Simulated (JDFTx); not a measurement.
Set up this calculation in JDFTx 1.7.0 (patched build), as the native input.

| Quantity | Value |
| --- | --- |
| Task | single point |
| Functional | LDA |
| Potentials or basis | PseudoDojo-SR-LDA-0.4.1-standard with smoothed tails |
| Cutoff | 1143 eV |
| Density cutoff | 9143 eV |
| k mesh | 6 × 6 × 5 |
| Occupations | fermi-dirac, width 0.05 eV |
| Spin | no spin polarisation |
| Local potential set to -Z/r beyond | 6 bohr |
| Bands | 27 |
| Density cutoff over wavefunction cutoff | 8 |
| Max SCF steps | 100 |
| SCF threshold on the energy | 1e-09 Ha |
| Solver of the electrons | scf |
| Further solve for the empty bands | yes |

Crystal: SnO.

```
Sn O
1.0
     3.81370    0.00000    0.00000
     0.00000    3.81370    0.00000
     0.00000    0.00000    4.88691
Sn O
2 2
Direct
  0.50000 0.00000 0.76463
  0.00000 0.50000 0.23537
  0.00000 0.00000 0.00000
  0.50000 0.50000 0.00000
```

The cell is a database's computed one.

The input as run:

SnO.in

```
lattice \
    7.2068394886     0.0000000000     0.0000000000 \
    0.0000000000     7.2068394886     0.0000000000 \
    0.0000000000     0.0000000000     9.2349277318
coords-type Cartesian
ion Sn     3.6034197443     0.0000000000     7.0612671447 1
ion Sn     0.0000000000     3.6034197443     2.1736605871 1
ion O      0.0000000000     0.0000000000     0.0000000000 1
ion O      3.6034197443     3.6034197443     0.0000000000 1

ion-species pseudo/Sn.upf
ion-species pseudo/O.upf
elec-cutoff 42 336
elec-ex-corr lda-PW
kpoint-folding 6 6 5
elec-smearing Fermi 0.0018374661
elec-n-bands 27
electronic-SCF nIterations 100 energyDiffThreshold 1e-09
electronic-minimize nIterations 30 energyDiffThreshold 1e-7
converge-empty-states yes
forces-output-coords Cartesian

dump-name run.$VAR
dump End Ecomponents EigStats BandEigs Kpoints Forces Stress ElecDensity Dtot KEdensity
```

Potentials or basis: PseudoDojo-SR-LDA-0.4.1-standard with smoothed tails.

Command:

```bash
$ jdftx -c 1 -i SnO.in -o SnO.out
```

It gave:

```
Pressure               : -3.0 GPa
Largest force          : 0.191 eV/Å
Band gap on the k mesh : 0.23 eV, indirect (least direct gap 2.04 eV)
Loewdin charges        : Sn +0.78; O -0.72 e
```

Caveat: spin-orbit coupling is left out, which moves the levels of the heavy elements; an odd mesh through Γ misses points on the zone boundary, where band edges often lie.

It took 110 s on 1 thread of Intel(R) Xeon(R) 6975P-C (Granite Rapids), on a shared host, peak memory 0.32 GiB.
